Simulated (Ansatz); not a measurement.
A film clamped to a substrate in ZrSi$_{2}$

Method: DFT PBEsol, scalar-relativistic, plane waves, PAW (Ansatz). Cutoff 420 eV, Γ-centred 14×14×14 k-points, Gaussian smearing of 0.15 eV. No spin polarisation. Energies are free energies at this smearing, counted from the undisturbed cell; pressure is positive in compression.

Reference structure (relaxed at this level; it needn't be the usual structure):

```xyz
6
Lattice="1.8371 -7.2829 0.0000 1.8371 7.2829 0.0000 0.0000 0.0000 3.6568" Properties=species:S:1:pos:R:3 pbc="T T T"
Zr    1.8371   -5.7576    2.7426
Zr    1.8371    5.7576    0.9142
Si    1.8371   -0.7860    2.7426
Si    1.8371    0.7860    0.9142
Si    1.8371    3.6381    2.7426
Si    1.8371   -3.6381    0.9142
```

The cell (6 atoms, V0 = 97.85 Å³) is strained by p along both x and y and by q along z, fractional coordinates fixed. τp = (1/V0) ∂E/∂p = (σxx + σyy)(1 + p)(1 + q) and τq = (1/V0) ∂E/∂q = σzz(1 + p)², with tension positive.

| p | q | ΔE (meV/atom) | τp (GPa) | τq (GPa) |
| --- | --- | --- | --- | --- |
| 0.000 | 0.000 | 0.00 | 0.02 | 0.00 |
| -0.030 | 0.000 | 31.32 | -21.36 | -5.43 |
| 0.030 | 0.000 | 26.75 | 16.81 | 4.67 |
| 0.000 | -0.030 | 14.45 | -5.51 | -9.74 |
| 0.000 | 0.030 | 12.82 | 4.61 | 8.12 |

**Question.** Get the second derivatives of the energy density.

**Answer.** Central differences give A = ∂τp/∂p = 636 GPa (C11 + C22 + 2 C12), C = ∂τq/∂q = 298 GPa (C33) and the cross term B = ∂τq/∂p = 168 GPa (C13 + C23); ∂τp/∂q = 169 GPa must equal B, and any difference shows higher-order terms. Steps this large leave an error of some per cent of A or C in all of these, which can swamp a small B. The ions are clamped.

**Question.** A film of this crystal grows with z along the normal on a substrate that imposes p. How does its thickness respond, and what does the misfit cost?

**Answer.** Count p and q from the stress-free cell. A free surface needs τq = 0, so q = −(B/C) p = -0.57 p. The energy density left is (A − B²/C) p²/2 = M p², with the biaxial modulus M = 270 GPa; a misfit of 1 % costs 2.75 meV/atom, against 3.24 meV/atom if the thickness were held.

At p = -0.030 the energies along q are 63.9 (q = -0.030), 43.5 (q = -0.015), 31.3 (q = 0.000), 26.7 (q = 0.015), 28.8 (q = 0.030) meV/atom.

**Question.** Does the linear rule hold at this misfit?

**Answer.** A parabola through the lowest point and its neighbours has its minimum at q = 0.018, 26.5 meV/atom. With the stress left in the starting cell, τp0 and τq0, linear elasticity gives q = −(τq0 + Bp)/C = 0.017 and E = V0(τp0 p + τq0 q + Ap²/2 + Bpq + Cq²/2)/N = 24.7 meV/atom. The two agree within a tenth in energy.

Forces appear on the atoms along this scan, and letting them relax would lower the energy and soften the response. In a metal these slopes depend on the k mesh and the smearing.

Biaxial compression makes the film thicken, but by much less than constant volume would require, so most of the misfit energy remains: at p = -0.030 it falls only from 31.3 to 26.5 meV/atom. The structure suggests why. The square Si nets lie in the xz plane with their bonds along the diagonals, and the Si zigzag chains run along z. Extending z therefore offsets the bond shortening caused by compression along x and y, but at the price of distorted bond angles and altered Zr–Si contacts, which directional p–p and d–p bonding probably resists.

Compression costs more than equal tension along both strain paths, as expected when short-range repulsion steepens faster than bonding strengthens. Linear elasticity omits this, which accounts for its lower energy of 24.7 meV/atom, while the predicted thickness hardly suffers.

Because x lies within the Si nets and y runs across their stacking, the biaxial modulus averages over two inequivalent directions and doesn't give the cost of a substrate that imposes different misfits along them.
